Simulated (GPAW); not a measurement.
Runs of GPAW 26.7.0 on GaN. Symmetry: F-43m, No. 216, cubic system. Conventional cell: a = 4.507 Å, b = 4.507 Å, c = 4.507 Å, α = 90.00°, β = 90.00°, γ = 90.00°. Ga (site symmetry -43m) has 4 N at 1.95 Å as nearest neighbours. Around N (site symmetry -43m) lie 4 Ga at 1.95 Å. The cell is a database's computed one.

```csv
task,level,potentials or basis,spin,k mesh,cutoff (eV),maxiter,band path,band points,spin axis theta (degrees),spin axis phi (degrees),grid spacing,gap on the mesh (eV),V0 of scaled cells (Å³/atom),B0 (GPa)
band structure,PBE,"GPAW PAW data sets (gpaw-data 1.2.1), lcao:dzp",off,10 × 10 × 10,-,150,"GXWKGLUWLK,UX",80,-,-,0.2 Å,1.79,-,-
band structure,SCAN,"GPAW PAW data sets (gpaw-data 1.2.1), pw","SOC, no magnetisation",10 × 10 × 10,800,150,"GXWKGLUWLK,UX",80,90,45,-,2.21,-,-
equation of state,PBE+D4,"GPAW PAW data sets (gpaw-data 1.2.1), pw",off,10 × 10 × 10,800,150,-,-,-,-,-,-,11.85,(a)
equation of state,WC,"PAW data sets generated in the run's folder for this functional, pw",off,10 × 10 × 10,800,150,-,-,-,-,-,-,(b),199
single point,HSE06,"GPAW PAW data sets (gpaw-data 1.2.1), pw",off,8 × 8 × 8,600,60,-,-,-,-,-,3.01,-,-
```

Alike in all rows: cell as given; smearing fermi-dirac 0.05 eV.

Fill in the values left out.

(a) 196; (b) 11.83.

Caveats: the data sets keep Ga 3d, Li 1s and Be 1s frozen, and some such compounds lay over 1.5 % in volume off other programs (some runs); the PAW data sets were made with another functional, which shifts forces and pressure a little (some runs); the basis of atomic orbitals isn't converged, which shifts pressures, moduli and gaps (some runs); spin-orbit coupling was added after a scalar SCF, so levels and gaps hold it while energy, forces, pressure and moments don't (some runs); this program's spin-orbit splittings come out too wide for heavy elements (some runs).

A k mesh can miss the band edges, and rows without SOC leave out spin-orbit coupling on Ga.
